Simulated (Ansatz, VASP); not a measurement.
# PtS2 (rvv): VASP beside Ansatz

```
Pt S
1.0
     3.55242    0.00000    0.00000
    -1.77621    3.07649    0.00000
     0.00000    0.00000    5.12617
Pt S
1 2
Cartesian
  0.0000 0.0000 0.0000
  0.0000 2.0510 1.2258
  1.7762 1.0255 3.9003
```

Alike in both runs: functional r2SCAN; dispersion rVV10; k mesh 9 × 9 × 6; occupations gaussian, width 0.02 eV; no spin polarisation.

Ansatz relaxed the structure, and its values are those at the end. VASP's run is a single point on that final structure, the one shown.

```csv
,VASP,Ansatz
version,VASP 6.6.1,Ansatz 0.2.0
potentials or method,"VASP PAW PBE potentials, release 64 (Pt, S)","scalar-relativistic, plane waves, PAW"
plane-wave cutoff (eV),520,500
valence electrons in the cell,22,30
```

|  | VASP | Ansatz | Ansatz less VASP |
| --- | --- | --- | --- |
| gap on the k mesh at the Fermi level (eV) | 0.97 | 0.98 | +0.009 |
| least direct gap on the mesh (eV) | 1.21 | 1.22 | +0.010 |
| pressure (GPa) | 0.2 | 0.0 | -0.19 |
| rms of the force components (eV/Å) | 0.006 | 0.000 | -0.0061 |

The two sets of potentials don't hold the same shells in valence.

Caveats: the PAW data sets were made with another functional, which shifts forces and pressure a little (VASP); spin-orbit coupling is left out, which moves the levels of the heavy elements; an odd mesh through Γ misses points on the zone boundary, where band edges often lie. r2SCAN opens gaps a little over a GGA but as a rule still falls short of measured ones.
